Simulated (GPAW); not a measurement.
Wanted: an ASE script for a GPAW 26.7.0 run.

```
Task                : single point
Functional          : PBE
Potentials or basis : GPAW PAW data sets (gpaw-data 1.2.1)
Cutoff              : 450 eV
Basis               : pw
k mesh              : 7 × 7 × 4
Occupations         : fermi-dirac, width 0.05 eV
Spin                : no spin polarisation
Maxiter             : 120
Convergence         : default
```

The system is Si.

```
Si
1.0
     3.83132    0.00000    0.00000
    -1.91566    3.31802    0.00000
     0.00000    0.00000    6.33262
Si
4
Direct
  0.66667 0.33333 0.93699
  0.33333 0.66667 0.43699
  0.66667 0.33333 0.56301
  0.33333 0.66667 0.06301
```

This isn't the form of Si at room conditions, which is diamond.

These files were run (other wordings do the same):

run.py

```python
from ase import Atoms
from ase.dft.bandgap import bandgap
from ase.io import write
from ase.units import GPa
from gpaw import GPAW, PW

atoms = Atoms(['Si', 'Si', 'Si', 'Si'],
              cell=[[3.8313174605, 0.0, 0.0],
                    [-1.9156587303, 3.3180182508, 0.0],
                    [0.0, 0.0, 6.3326220002]],
              scaled_positions=[[0.6666666667, 0.3333333333, 0.9369905],
                                [0.3333333333, 0.6666666667, 0.4369905],
                                [0.6666666667, 0.3333333333, 0.5630095],
                                [0.3333333333, 0.6666666667, 0.0630095]],
              pbc=True)

calc = GPAW(mode=PW(450),
            xc='PBE',
            kpts={'size': (7, 7, 4), 'gamma': True},
            occupations={'name': 'fermi-dirac', 'width': 0.05},
            nbands=18,
            maxiter=120,
            txt='gpaw.txt')
atoms.calc = calc
energy = atoms.get_potential_energy()
forces = atoms.get_forces()
stress = atoms.get_stress()
calc.write('gs.gpw')
write('result.traj', atoms)
print(f'Energy: {energy:.6f} eV')
print('Forces (eV/A):')
print(forces.round(4))
print('Stress (GPa):', (stress / GPa).round(3))
print('Fermi level:', round(calc.get_fermi_level(), 4), 'eV')
print(f'Gap: {bandgap(calc)[0]:.4f} eV, direct: {bandgap(calc, direct=True)[0]:.4f} eV')
```

Potentials or basis: GPAW PAW data sets (gpaw-data 1.2.1), pw.

The run is started by

```console
$ OMP_NUM_THREADS=1 python run.py
```

It gave:

```json
{
  "Pressure": "1.7 GPa",
  "Largest force": "0.008 eV/Å",
  "Band gap on the k mesh": "0.48 eV, indirect (least direct gap 1.03 eV)"
}
```

Caveat: the cutoff is short for stress and forces, so pressures can be off by a GPa or more; an odd mesh through Γ misses points on the zone boundary, where band edges often lie.

Run time: 21 s on 1 thread of Intel(R) Xeon(R) Processor @ 2.50GHz (Skylake/Cascade Lake) (shared host), peak memory 0.16 GiB.
